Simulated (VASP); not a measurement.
The system is BeTe.

```
CELL_PARAMETERS angstrom
0.00000 2.77000 2.77000
2.77000 0.00000 2.77000
2.77000 2.77000 0.00000
ATOMIC_POSITIONS crystal
Te 0.75000 0.75000 0.75000
Be 0.00000 0.00000 0.00000
```

| Quantity | Value |
| --- | --- |
| Program | VASP 6.6.1 |
| Task | relaxation of cell and atoms |
| Functional | PBEsol |
| Dispersion | rVV10 |
| Potentials or basis | VASP PAW PBE potentials, release 64 (Te, Be) |
| Cutoff | 600 eV |
| k mesh | 8 × 8 × 8 |
| Occupations | fermi-dirac, width 0.05 eV |
| Spin | no spin polarisation |

At the start: pressure 2.3 GPa; volume 21.25 Å³/atom.

Task: Where does the relaxation end?

Result: Over 3 steps the energy falls by 5.2 meV/atom and the volume is 22.01 Å³/atom (+3.5 %); space group F-43m (No. 216, to 0.05 Å).

Step by step:
| step | energy change (eV) | largest force (eV/Å) | pressure (GPa) | volume (Å³) |
| --- | --- | --- | --- | --- |
| 1 | 0.0000 | 0.0000 | 2.29 | 42.51 |
| 2 | -0.0098 | 0.0000 | -0.52 | 44.40 |
| 3 | -0.0104 | 0.0000 | 0.00 | 44.01 |

Final structure:
```
Te Be
1.0
     0.00000    2.80232    2.80232
     2.80232    0.00000    2.80232
     2.80232    2.80232    0.00000
Te Be
1 1
Direct
  0.75000 0.75000 0.75000
  0.00000 0.00000 0.00000
```

Caveat: the PAW data sets were made with another functional, which shifts forces and pressure a little.
